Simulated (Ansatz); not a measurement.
`[CH3][GeH2][C]1=CC1` + `CCCS` → `CCCSC` + `[GeH3][C]1=CC1`  (substitution at a C–Ge bond)

Isolated molecules relaxed with PBE0-D4/def2-TZVP in Ansatz; ΔE leaves out vibrations. CCSD(T)/CBS adds triple-zeta CCSD(T) − MP2 to the extrapolated MP2 energy (def2 sets, frozen cores). Functionals use def2-TZVPP. For Ge outer-core shells are correlated without core-valence functions, which leaves a few kJ/mol of doubt a bond. Scalar relativity is left out up to krypton. Each species was taken in one conformer, which may not be the lowest.

`[CH3][GeH2][C]1=CC1`:

Cartesian coordinates in Å:
```
C -1.246 1.863 0.029
Ge -0.539 0.362 1.056
C 0.420 -0.824 -0.115
C 0.444 -1.601 -1.152
C 1.750 -1.471 -0.459
H -1.805 2.538 0.678
H -1.911 1.496 -0.755
H -0.429 2.416 -0.436
H -1.687 -0.422 1.719
H 0.429 0.851 2.147
H -0.086 -2.056 -1.972
H 2.120 -2.289 0.160
H 2.541 -0.863 -0.899
```

`CCCS`:

Cartesian coordinates in Å:
```
C 0.039 -0.339 -1.308
C 0.723 0.365 -0.151
C -0.163 0.548 1.070
S -0.654 -0.984 1.908
H -0.873 0.187 -1.608
H -0.233 -1.363 -1.042
H 0.694 -0.390 -2.180
H 1.054 1.360 -0.473
H 1.622 -0.186 0.141
H 0.368 1.110 1.842
H -1.062 1.118 0.822
H -1.516 -1.425 0.979
```

`CCCSC`:

Z-matrix (Å, degrees):
```
C
C 1 1.517
H 1 1.092 2 110.9
H 1 1.094 2 111.0 3 119.5
H 1 1.092 2 111.2 3 -120.5
C 2 1.521 1 113.7 3 -59.0
H 2 1.096 1 109.8 3 -179.7
H 2 1.095 1 110.0 3 64.3
S 6 1.806 2 115.7 1 63.2
H 6 1.094 2 110.2 1 -54.9
H 6 1.094 2 110.8 1 -173.2
C 9 1.796 6 100.4 2 69.5
H 12 1.092 9 111.0 6 57.0
H 12 1.091 9 106.8 6 175.2
H 12 1.091 9 112.2 6 -66.1
```

`[GeH3][C]1=CC1`:

```xyz
10

Ge   -0.892   -1.209    0.829
C     0.179    0.166    0.042
C     1.103    1.069    0.126
C     0.491    0.948   -1.221
H    -0.515   -1.376    2.309
H    -2.373   -0.822    0.703
H    -0.651   -2.524    0.073
H     1.832    1.583    0.730
H    -0.215    1.704   -1.566
H     1.042    0.461   -2.025
```

Problem. Is it downhill or uphill in electronic energy at CCSD(T)/CBS, and by how much? (Best estimate.)

Solution. Ansatz gave: Uphill: ΔE = +34.6 kJ/mol.

Problem. What do these levels give: PBE-D4, ωB97X-V, B2PLYP, PBE, HF/def2-QZVPP, CCSD/CBS(def2)? (Best estimate.)

Solution. Computed: PBE-D4 29.2, ωB97X-V 31.0, B2PLYP 34.5, PBE 30.6, HF/def2-QZVPP 33.2, CCSD/CBS(def2) 35.3 kJ/mol.

Largest T1 diagnostic among the species: 0.011.

In def2-TZVPP, CCSD(T) changes the Hartree–Fock value by +3.9 kJ/mol (the triples alone add −0.7 kJ/mol) and MP2 by +4.3 kJ/mol.
